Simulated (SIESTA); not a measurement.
**Ir under changes of volume**

One of the cells (14.920 Å³/atom); the others are scaled copies at fixed shape and fractional positions:

```
Ir
1.0
     2.76960    0.00000    0.00000
    -1.38480    2.39854    0.00000
     0.00000    0.00000    4.49184
Ir
2
Cartesian
  0.0000 1.5990 1.1230
  1.3848 0.7995 3.3689
```

This isn't the form of Ir at room conditions, which is fcc.

| Property | Result |
| --- | --- |
| Program | SIESTA 5.4.2 |
| Functional | PBEsol |
| Potentials or basis | PseudoDojo 0.4 standard (PBE files) |
| Basis | DZP (energy shift 0.003 Ry; two zetas on semicore shells) |
| Grid cutoff | 800 Ry |
| Energy shift | 0.003 Ry |
| k mesh | 11 × 11 × 6 |
| Occupations | fermi-dirac, width 0.05 eV |
| Spin | no spin polarisation |

```csv
volume (Å³/atom),energy over the lowest point (meV/atom),pressure (GPa)
13.749,23.91,15.6
14.042,4.24,6.4
14.335,0.00,-1.4
14.920,31.43,-14.9
15.212,?,?
15.505,105.52,-25.0
```

Problem. What does the run at 15.212 Å³/atom give?

Solution. Energy over the lowest point 63.90 meV/atom; pressure -20.2 GPa.

Worked out: A Birch-Murnaghan fit of order 3 (a polynomial in V^(-2/3)) to the other rows has its minimum at 14.27 Å³/atom with B0 = V·E''(V) = 377 GPa and B' = 5.2 at fixed shape and positions, which overstates the stiffness. It gives 63.72 meV/atom at 15.212 Å³/atom, against the run's 63.90, and -dE/dV = -20.4 GPa, against -20.2.

Energies are extrapolated to zero smearing.

Caveats: the potentials were made for another functional, which shifts forces and pressure; short orbitals over semicore shells can move pressures by several GPa; the basis of atomic orbitals isn't converged, which shifts pressures, moduli and gaps.
